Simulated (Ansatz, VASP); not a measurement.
Two plane-wave programs on Cd

```xyz
1
Lattice="2.4203 1.3974 1.1687 -2.4203 1.3974 1.1687 0.0000 -2.7947 1.1687" Properties=species:S:1:pos:R:3 pbc="T T T"
Cd    0.0000    0.0000    1.7530
```

Alike in both runs: functional PBE; k mesh 21 × 21 × 21; occupations gaussian, width 0.1 eV; no spin polarisation.

Ansatz relaxed the structure, and its values are those at the end. VASP's run is a single point on that final structure, the one shown.

```csv
,VASP,Ansatz
version,VASP 6.6.1,Ansatz 0.2.0
potentials or method,"VASP PAW PBE potentials, release 64 (Cd)","scalar-relativistic, plane waves, PAW"
plane-wave cutoff (eV),520,420
valence electrons in the cell,12,20
```

```tsv
	VASP	Ansatz	Ansatz less VASP
gap on the k mesh at the Fermi level (eV)	none	none	-
pressure (GPa)	0.2	0.0	-0.22
```

A gap of «none» marks a metal or a gap that the smearing closes. The two sets of potentials don't hold the same shells in valence.
